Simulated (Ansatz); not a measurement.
# CdF2: the cost of one run

Computed with Ansatz 0.2.0 (DFT PBEsol, scalar-relativistic, plane waves, PAW, unless a step's input says otherwise).

1 further run of the same task is left out (set aside as unsound or not needed).

## (1) The starting structure

The structure is cubic, space group Fm-3m (No. 225). The conventional cell has a = 5.384 Å, b = 5.384 Å, c = 5.384 Å, α = 90.00°, β = 90.00°, γ = 90.00°. Cd (site symmetry m-3m) is surrounded by 8 F at 2.33 Å. Around F (site symmetry -43m) lie 4 Cd at 2.33 Å.

As a file:

```xyz
3
Lattice="0.0000 2.6921 2.6921 2.6921 0.0000 2.6921 2.6921 2.6921 0.0000" Properties=species:S:1:pos:R:3 pbc="T T T"
Cd    0.0000    0.0000    0.0000
F     1.3460    1.3460    1.3460
F     4.0381    4.0381    4.0381
```

It is the result of an earlier relaxation at this level (volume 13.01 Å³/atom; gap on the mesh: 2.94 eV).

## (2) What is varied

The energy is mapped over two homogeneous strains (x along [1 0 0], y along [0 1 0], z along [0 0 1] of the conventional cell).

- strain +e along x and -e along y: 9 values from −4 to 4 %
- strain +e along z and -e/2 along x and y: 9 values from −15.00 to 15.00 %

Nothing else is relaxed (symmetry fixes all fractional coordinates). Energies count from the relaxed crystal. Points are written as (first, second).

## (3) Grid point (−4 %, −15.00 %)

input.yaml

```yaml
crystal:
  lattice:
    - [0.0, 3.0016613456, 2.2882620123]
    - [2.7862955091, 0.0, 2.2882620123]
    - [2.7862955091, 3.0016613456, 0.0]
  atoms:
    - { symbol: Cd, position: [0.0, 0.0, 0.0] }
    - { symbol: F, position: [0.25, 0.25, 0.25] }
    - { symbol: F, position: [0.75, 0.75, 0.75] }
basis:
  ecutwfc: 520.0
kpoints:
  mp_grid: { grid: [8, 8, 8] }
hamiltonian:
  xc: pbesol
scf:
  occupations: { method: gaussian, width: 0.05 }
output:
  forces: true
  stress: true
  eigenvalues: true
```

Started as:

```bash
> ansatz run input.yaml --threads 1 --pin off --max-ram 2048MiB --backend cpu --events-out ev --progress --plain --runs-dir out
```

**Question.** How long does this run take on 1 thread of Arm Neoverse V1, shared host, and how much memory does it need?

About 4.5 s, with a peak of 0.36 GiB.
